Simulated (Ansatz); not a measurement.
Ansatz input

```yaml
crystal:
  lattice:
    - [0.0, 1.978664899, 1.978664899]
    - [1.978664899, 0.0, 1.978664899]
    - [1.978664899, 1.978664899, 0.0]
  atoms:
    - { symbol: Mn, position: [0.0, 0.0, 0.0], spin: 3.802, spin_axis: [0, 0, 1] }
hamiltonian:
  xc: r2scan
  pseudopotentials:
    kind: paw_fr
    azcp:
      Mn: "pseudopotentials/Mn.paw.azcp"
basis:
  ecutwfc: 500
  fft_grid_basis: typed
kpoints:
  mp_grid: { grid: [14, 14, 14], shift: [0, 0, 0] }
magnetization:
  noncollinear: true
  spin_orbit: true
scf:
  occupations: { method: fermi_dirac, width: 0.05 }
```

Terminal output

```
Engine: ansatz 0.2.0, x86_64-unknown-linux-gnu
Pseudopotentials: kind: paw_fr
Pseudopotential: Mn, paw_fr, valence charge 15, recommended cutoff 500 eV (meta_gga) 
Functional definition: r2SCAN
  parameter k0 = 0.174
  parameter k1 = 0.065
  parameter a1 = 4.9479
  exchange = r2scan_x(k0 = k0, k1 = k1, a1 = a1)
  correlation = r2scan_c
Crystal: 1 atoms, lattice volume = 15.493 Å³
Basis set: ecut = 500 eV, 411 PW (Γ), exchange–correlation on 96×96×96 points (64 copies of the dense FFT grid, shifted against one another)
Bands: 24, of which v1, the nominal top of the filled ones, is band 15 counted from 1 (14 counted from 0)
Symmetry: 8 space group operations + 8 with time reversal
Magnetic group: BNS 139.537 (UNI 1197), of the structure as read, at distance tolerance 2.5e-5 Å
k-points: 244 of 2744 (time reversal used)
Projection manifold: j_resolved (fully-relativistic pseudo-atomic orbitals)
Non-local potential: Mn, projectors of the file, l = 0: 3, l = 1: 4, l = 2: 6, l = 3: 2
PAW form: soft (Blöchl's): semilocal exchange-correlation on the pseudo side does not see the compensation charge
PAW frozen core: Mn, regenerated for the run's functional (the file was generated under x = pbe(κ = 0.804, μ = 0.2195149727645171), c = pbe(β = 0.06672455060314922))
PAW one-centre angular grid: Mn, 590 points (default); XC on 224 Gauss nodes
Initial density: superposition of atomic densities (chi_scale 0.1, normalization cell)
Starting moments: Σ|m| = 3.802 μB on 1 of 1 site
Initial wavefunctions: pseudopotential atomic-orbital guess
Functional: x = r2scan, c = r2scan; τ floored in thin density (d = 2e-4 eV/Å³)
iter 1 solved again at ethr=1.98e-4 eV; its pass at ethr=3.10e-3 eV (dr2=2.97e-2 eV) is discarded
SCF iter   1: F=—  HF=-3901.861350 eV  |F-HF|=—  |Δ(HF+E_count)|=         —  Δρ=4.02e-2  dr2=2.83e-2  dr2_τ=1.66e-2  dr2_m=5.73e-2  ethr=1.98e-4  |M|=3.85e0 ∫|m|=3.85e0 μB  |m|>n=0.0e0 m-floor=0.0e0 τ_xc=0.0e0  β_m=1.00  ⟨swp⟩=1.8  Hψ=39077  notcnv=0
SCF iter   2: F=—  HF=-3902.306328 eV  |F-HF|=—  |Δ(HF+E_count)|=   4.45e-1  Δρ=1.59e-2  dr2=5.42e-3  dr2_τ=4.35e-4  dr2_m=9.03e-3  ethr=1.89e-4  |M|=3.81e0 ∫|m|=3.85e0 μB  |m|>n=0.0e0 m-floor=0.0e0 τ_xc=3.1e-4  β_m=1.00  ⟨swp⟩=3.3  Hψ=13988  notcnv=0  defer=8  κ⁻¹=1.0e0(r=1)
SCF iter   3: F=—  HF=-3902.440070 eV  |F-HF|=—  |Δ(HF+E_count)|=   1.34e-1  Δρ=7.99e-3  dr2=4.14e-3  dr2_τ=9.96e-5  dr2_m=1.58e-3  ethr=3.61e-5  |M|=3.80e0 ∫|m|=3.86e0 μB  |m|>n=0.0e0 m-floor=0.0e0 τ_xc=5.3e-4  β_m=1.00  ⟨swp⟩=2.2  Hψ=13031  notcnv=0  defer=704  κ⁻¹=1.4e-2(r=2)
SCF iter   4: F=—  HF=-3902.521583 eV  |F-HF|=—  |Δ(HF+E_count)|=   8.15e-2  Δρ=2.34e-3  dr2=4.18e-5  dr2_τ=1.15e-5  dr2_m=1.94e-4  ethr=2.76e-5  |M|=3.80e0 ∫|m|=3.86e0 μB  |m|>n=0.0e0 m-floor=0.0e0 τ_xc=6.4e-4  β_m=1.00  ⟨swp⟩=2.2  Hψ=10409  notcnv=0  defer=708  κ⁻¹=5.2e-4(r=3)
SCF iter   5: F=—  HF=-3902.570789 eV  |F-HF|=—  |Δ(HF+E_count)|=   4.92e-2  Δρ=1.60e-3  dr2=7.64e-5  dr2_τ=4.73e-6  dr2_m=9.10e-5  ethr=2.79e-7  |M|=3.80e0 ∫|m|=3.87e0 μB  |m|>n=0.0e0 m-floor=0.0e0 τ_xc=6.8e-4  β_m=1.00  ⟨swp⟩=3.0  Hψ=10643  notcnv=0  defer=708  κ⁻¹=4.6e-5(r=4)
SCF iter   6: F=—  HF=-3902.596687 eV  |F-HF|=—  |Δ(HF+E_count)|=   2.59e-2  Δρ=8.74e-4  dr2=1.35e-5  dr2_τ=2.90e-6  dr2_m=2.71e-5  ethr=2.79e-7  |M|=3.80e0 ∫|m|=3.87e0 μB  |m|>n=0.0e0 m-floor=0.0e0 τ_xc=7.0e-4  β_m=1.00  ⟨swp⟩=2.2  Hψ=9001  notcnv=0  defer=708  κ⁻¹=3.4e-6(r=5)
SCF iter   7: F=—  HF=-3902.610792 eV  |F-HF|=—  |Δ(HF+E_count)|=   1.41e-2  Δρ=8.00e-4  dr2=1.43e-6  dr2_τ=1.56e-6  dr2_m=2.27e-5  ethr=9.02e-8  |M|=3.80e0 ∫|m|=3.88e0 μB  |m|>n=0.0e0 m-floor=0.0e0 τ_xc=7.1e-4  β_m=1.20  ⟨swp⟩=2.8  Hψ=9627  notcnv=0  defer=708
Mixer restart at iter 7: flushing history
spin-set hold released at iteration 7 (site moments contracting): the magnetisation degrees of freedom join the quasi-Newton model from the next iteration; the mixer history was flushed
SCF iter   8: F=—  HF=-3902.617827 eV  |F-HF|=—  |Δ(HF+E_count)|=   7.03e-3  Δρ=3.75e-4  dr2=1.91e-6  dr2_τ=5.71e-7  dr2_m=5.00e-6  ethr=9.53e-9  |M|=3.81e0 ∫|m|=3.88e0 μB  |m|>n=0.0e0 m-floor=0.0e0 τ_xc=7.1e-4  β_m=1.20  ⟨swp⟩=3.0  Hψ=11291  notcnv=0  defer=708  κ⁻¹=1.0e0(r=1)
SCF iter   9: F=—  HF=-3902.623892 eV  |F-HF|=—  |Δ(HF+E_count)|=   6.07e-3  Δρ=2.39e-4  dr2=9.27e-7  dr2_τ=1.99e-7  dr2_m=2.03e-6  ethr=9.53e-9  |M|=3.81e0 ∫|m|=3.88e0 μB  |m|>n=0.0e0 m-floor=0.0e0 τ_xc=7.1e-4  β_m=1.20  ⟨swp⟩=3.0  Hψ=11692  notcnv=0  defer=710  κ⁻¹=7.3e-2(r=2)
SCF iter  10: F=—  HF=-3902.626003 eV  |F-HF|=—  |Δ(HF+E_count)|=   2.11e-3  Δρ=7.28e-5  dr2=2.85e-7  dr2_τ=1.82e-8  dr2_m=3.80e-8  ethr=6.18e-9  |M|=3.81e0 ∫|m|=3.89e0 μB  |m|>n=0.0e0 m-floor=0.0e0 τ_xc=7.0e-4  β_m=1.20  ⟨swp⟩=3.0  Hψ=12271  notcnv=0  defer=710  κ⁻¹=8.0e-3(r=3)
SCF iter  11: F=—  HF=-3902.626005 eV  |F-HF|=—  |Δ(HF+E_count)|=   1.32e-6  Δρ=3.69e-5  dr2=7.01e-8  dr2_τ=5.56e-9  dr2_m=4.20e-8  ethr=6.67e-10  |M|=3.81e0 ∫|m|=3.89e0 μB  |m|>n=0.0e0 m-floor=0.0e0 τ_xc=7.0e-4  β_m=1.20  ⟨swp⟩=4.0  Hψ=13590  notcnv=0  κ⁻¹=3.6e-3(r=4)
SCF iter  12: F=—  HF=-3902.625971 eV  |F-HF|=—  |Δ(HF+E_count)|=   3.38e-5  Δρ=3.40e-5  dr2=3.13e-9  dr2_τ=4.69e-9  dr2_m=4.10e-8  ethr=4.67e-10  |M|=3.81e0 ∫|m|=3.89e0 μB  |m|>n=0.0e0 m-floor=0.0e0 τ_xc=6.9e-4  β_m=1.20  ⟨swp⟩=4.0  Hψ=14630  notcnv=0  κ⁻¹=1.9e-3(r=5)
SCF iter  13: F=—  HF=-3902.626012 eV  |F-HF|=—  |Δ(HF+E_count)|=   4.11e-5  Δρ=3.89e-6  dr2=4.42e-10  dr2_τ=6.35e-11  dr2_m=5.31e-10  ethr=2.09e-11  |M|=3.81e0 ∫|m|=3.89e0 μB  |m|>n=0.0e0 m-floor=0.0e0 τ_xc=6.9e-4  β_m=1.20  ⟨swp⟩=4.0  Hψ=17305  notcnv=0  κ⁻¹=4.0e-5(r=6)
SCF iter  14: F=-3902.626012 eV  HF=-3902.626012 eV  |F-HF|=1.40e-7  |Δ(HF+E_count)|=   1.27e-7  Δρ=2.86e-6  dr2=1.89e-10  dr2_τ=2.85e-11  dr2_m=2.91e-10  ethr=2.94e-12  |M|=3.81e0 ∫|m|=3.89e0 μB  |m|>n=0.0e0 m-floor=0.0e0 τ_xc=6.9e-4  ⟨swp⟩=3.0  Hψ=14209  notcnv=0
SCF 1 converged in 14 iterations: F = -3902.626012 eV  dr2 = 1.89e-10
SCF converged after 14 iterations
Stability not checked: this state was not tested for a lower state beside it, because the mixer in use, unlike msr1, does not test its closes by its own steps (another_mixer; see scf.mixing.algorithm and scf.lower_state_search)
Magnetization: |M| = 3.8138 μB,  M = (+0.0000, -0.0000, +3.8138) μB
Absolute magnetization: 3.8873 μB (∫|m|, with the PAW one-centre terms)
  site 0: m = (+0.0000, -0.0000, +3.7904) μB, |m| = 3.7904 μB  (R = 1.15 Å)
Free energy (F): -3902.626012 eV
Harris-Foulkes:  -3902.626012 eV  (|F-HF|=1.40e-7)
Internal energy: -3902.619150 eV  (E = F + TS)
E sigma→0 (E₀):  -3902.622581 eV
Entropy (-TS):   -0.006862 eV (-6.862 meV/atom)
Fermi energy:    13.648472 eV
--- Per-component energies (eV) ---
  E_band       = -270.885965
  E_kinetic    = 300.579443
  E_local      = -1957.418649  (includes V_loc(G=0)·N_el)
  E_nonlocal   = 250.434242
  E_hartree    = 802.511353
  E_xc         = -107.730156
  E_vxc        = -158.590273  (∫ρ·V_xc dr)
  E_paw        = -1313.867653  (= ΣΔE_a)
  E_vpaw       = -321.827903  (= ΣTr[D̂ρ^β])
  E_aug_tail   = -0.000004  (compensation charges beyond the density's cutoff)
  E_vtau       = 10.914965  (kinetic-family band-sum trace: ∫τ·v_τ [+ j·A + Jᵃ·Aᵃ] dr)
  E_ewald      = -1876.844761
  E_core_change = -0.282965  (= ΣΔE_core)
  E_smearing   = -0.006862  (= −TS)
  E_closure    = 0.000000  (closes the sum)
  Σ components = -3902.626012   (vs F -3902.626012, Δ=0.00e0)
```

Command:

```sh
ansatz run input.yaml --threads 1 --pin off --max-ram 3584MiB --backend cpu --events-out ev --progress --plain --runs-dir out
```

On 1 thread of Intel(R) Xeon(R) Platinum 8259CL CPU @ 2.50GHz (Skylake/Cascade Lake) (shared host) this took about 110 s of wall time and 110 s of CPU time.
